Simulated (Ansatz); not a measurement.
**Step by step: HgSe, relaxation of cell and atoms**

All numbers below come from DFT, r2SCAN, PAW with Ansatz's default frozen-core files, scalar-relativistic in Ansatz 0.2.0.

Command: `ansatz run input.yaml --threads 1 --pin off --max-ram 2048MiB --backend cpu --events-out ev --progress --plain --runs-dir out` The run took 14 s on 1 thread of AMD EPYC 9R45 (Zen 5) (shared host).

```yaml
crystal:
  lattice:
    - [0.0, 3.0083009314, 3.0083009314]
    - [3.0083009314, 0.0, 3.0083009314]
    - [3.0083009314, 3.0083009314, 0.0]
  atoms:
    - { symbol: Hg, position: [0.0, 0.0, 0.0] }
    - { symbol: Se, position: [0.25, 0.25, 0.25] }
kpoints:
  mp_grid: { grid: [7, 7, 7] }
scf:
  occupations: { method: fermi_dirac, width: 0.02 }
hamiltonian:
  xc: r2scan
  pseudopotentials: { kind: paw }
output:
  forces: true
  stress: true
  efg: { contact_densities: true }
  write_density: true
  write_potential: true
  elf: true
  volumetric_format: npy
relax:
  f_tol: 0.005
  max_steps: 80
  cell: {}
```

Spin–orbit coupling is left out, though it moves levels of the heavy atoms by tenths of an eV or more.

The geometry is COD entry 1538663, unchecked; take it as a test cell. The listed cell was then made from it by scaling, straining or moving an atom.

The cutoff is 500 eV; energies and pressures of the walk include the program's estimate of the Pulay term. The PAW files were made with PBE; their cores are remade for this functional.

Each frame lists the cell vectors (Å), then Cartesian positions (Å); symmetry keeps all forces zero. Free energies count from the first step, -19306.3889 eV.

The walk took 5 evaluations in all; steps that aren't listed are left out.

Step 1: E = 0.0 meV, P = 5.05 GPa

```
cell 0.0000 3.0083 3.0083 3.0083 0.0000 3.0083 3.0083 3.0083 0.0000
Hg    0.0000    0.0000    0.0000
Se    1.5042    1.5042    1.5042
```

Step 2:

```
cell 0.0000 3.1191 3.1191 3.1191 0.0000 3.1191 3.1191 3.1191 0.0000
Hg    0.0000    0.0000    0.0000
Se    1.5596    1.5596    1.5596
```

Step 3: E = -66.5 meV, P = -0.20 GPa

```
cell 0.0000 3.0959 3.0959 3.0959 0.0000 3.0959 3.0959 3.0959 0.0000
Hg    0.0000    0.0000    0.0000
Se    1.5479    1.5479    1.5479
```

Task: Give the energy, pressure of step 2.

Result: E = -60.1 meV, P = -1.25 GPa
```
Hg    0.0000    0.0000    0.0000
Se    1.5596    1.5596    1.5596
```

Task: How does the relaxation end?

Result: It converges, with a = 6.183 Å, b = 6.183 Å, c = 6.183 Å, α = 90.00°, β = 90.00°, γ = 90.00° (conventional cell, space group F-43m). The last solve (on a basis chosen afresh for the final cell, so its energy is not quite comparable) gives E = -68.0 meV, P = 0.02 GPa:
```
cell 0.0000 3.0915 3.0915 3.0915 0.0000 3.0915 3.0915 3.0915 0.0000
Hg    0.0000    0.0000    0.0000
Se    1.5457    1.5457    1.5457
```
